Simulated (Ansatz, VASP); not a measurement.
**K: VASP beside Ansatz**

Contents of INCAR:

```
SYSTEM = K
PREC = Accurate
ENCUT = 520
EDIFF = 1E-7
ISMEAR = 0
SIGMA = 0.1
LREAL = .FALSE.
LASPH = .TRUE.
NELM = 100
ALGO = Normal
ISIF = 2
LWAVE = .FALSE.
LCHARG = .FALSE.
GGA = PE
IVDW = 12
NBANDS = 10
```

The input KPOINTS:

```
Automatic mesh
0
G
  6 6 6
  0 0 0
```

POSCAR

```
K
1.0
    0.0000000000      3.3918728180      3.3918728180
    3.3918728180      0.0000000000      3.3918728180
    3.3918728180      3.3918728180      0.0000000000
K
1
Direct
    0.0000000000      0.0000000000      0.0000000000
```

Input for Ansatz:

```yaml
crystal:
  lattice:
    - [0.0, 3.391872818, 3.391872818]
    - [3.391872818, 0.0, 3.391872818]
    - [3.391872818, 3.391872818, 0.0]
  atoms:
    - { symbol: K, position: [0.0, 0.0, 0.0] }
basis:
  ecutwfc: 420
kpoints:
  mp_grid: { grid: [6, 6, 6] }
hamiltonian:
  xc: pbe
  dispersion: d3bj
scf:
  occupations: { method: gaussian, width: 0.1 }
output:
  forces: true
  stress: true
  eigenvalues: true
```

This isn't the form of K at room conditions, which is bcc.

Alike in both runs: task single point; functional PBE; dispersion D3(BJ); k mesh 6 × 6 × 6; occupations gaussian, width 0.1 eV; no spin polarisation.

|  | VASP | Ansatz |
| --- | --- | --- |
| version | VASP 6.6.1 | Ansatz 0.2.0 |
| potentials or method | VASP PAW PBE potentials, release 64 (K_sv) | scalar-relativistic, plane waves, PAW |
| plane-wave cutoff (eV) | 520 | 420 |
| valence electrons in the cell | 9 | 9 |

|  | VASP | Ansatz | Ansatz less VASP |
| --- | --- | --- | --- |
| gap on the k mesh at the Fermi level (eV) | none | none | - |
| pressure (GPa) | -0.4 | -0.4 | +0.01 |

A gap of «none» marks a metal or a gap that the smearing closes. With one functional, cell and mesh, what is left measures potentials, basis and numerics.

Caveats: pairwise dispersion overbinds metals, which lowers pressure and volume.
